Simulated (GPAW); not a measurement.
Input of a GPAW 26.7.0 run:

run.py

```python
import numpy as np
from ase import Atoms
from ase.dft.bandgap import bandgap
from ase.io import write
from ase.units import GPa
from gpaw import GPAW, PW, setup_paths
from gpaw.spinorbit import soc_eigenstates

setup_paths.insert(0, '.')

atoms = Atoms(['Pt', 'Pt', 'Te', 'Te'],
              cell=[[4.2628798384, 0.0, 0.0],
                    [-2.1314399192, 3.6917622333, 0.0],
                    [0.0, 0.0, 5.661771]],
              scaled_positions=[[0.0, 0.0, 0.0],
                                [0.0, 0.0, 0.5],
                                [0.3333333333, 0.6666666667, 0.25],
                                [0.6666666667, 0.3333333333, 0.75]],
              pbc=True)

calc = GPAW(mode=PW(600),
            xc='PBEsol',
            kpts={'size': (7, 7, 5), 'gamma': True},
            occupations={'name': 'fermi-dirac', 'width': 0.05},
            nbands=39,
            convergence={'density': 1e-05, 'energy': 1e-05},
            maxiter=150,
            txt='gpaw.txt')
atoms.calc = calc
energy = atoms.get_potential_energy()
forces = atoms.get_forces()
stress = atoms.get_stress()
calc.write('gs.gpw')
write('result.traj', atoms)
print(f'Energy: {energy:.6f} eV')
print('Forces (eV/A):')
print(forces.round(4))
print('Stress (GPa):', (stress / GPa).round(3))
print('Fermi level:', round(calc.get_fermi_level(), 4), 'eV')
print(f'Gap: {bandgap(calc)[0]:.4f} eV, direct: {bandgap(calc, direct=True)[0]:.4f} eV')

path = atoms.cell.bandpath('GMKGALHA,LM,KH', npoints=80, eps=1e-4)
bs_calc = calc.fixed_density(kpts=path, symmetry='off', nbands=58,
                             convergence={'bands': 'CBM+6.0', 'eigenstates': 1e-6}, txt='bands.txt')
bs = bs_calc.band_structure()
bs.write('bs.json')
print(f'Gap on the path: {bandgap(bs_calc)[0]:.4f} eV')

soc = soc_eigenstates(bs_calc, theta=54.7, phi=45)
np.savetxt('soc_bands.dat', soc.eigenvalues(), fmt='%.4f')
mesh = soc_eigenstates('gs.gpw', theta=54.7, phi=45)
np.savetxt('soc_mesh.dat', mesh.eigenvalues(), fmt='%.4f')
print('Fermi level with spin-orbit coupling:', round(mesh.fermi_level, 4), 'eV')
```

Potentials or basis: PAW data sets generated in the run's folder for this functional, pw.

The run is started by

```bash
$ gpaw-setup -f PBEsol Pt Te
$ OMP_NUM_THREADS=1 python run.py
```

(1) Predict the band gap along the path.

(2) What does it give for the pressure?

Answers

(1) none (metal or under the smearing width).

(2) -5.6 GPa.

Caveat: spin-orbit coupling was added after a scalar SCF, so levels and gaps hold it while energy, forces, pressure and moments don't; this program's spin-orbit splittings come out too wide for heavy elements.
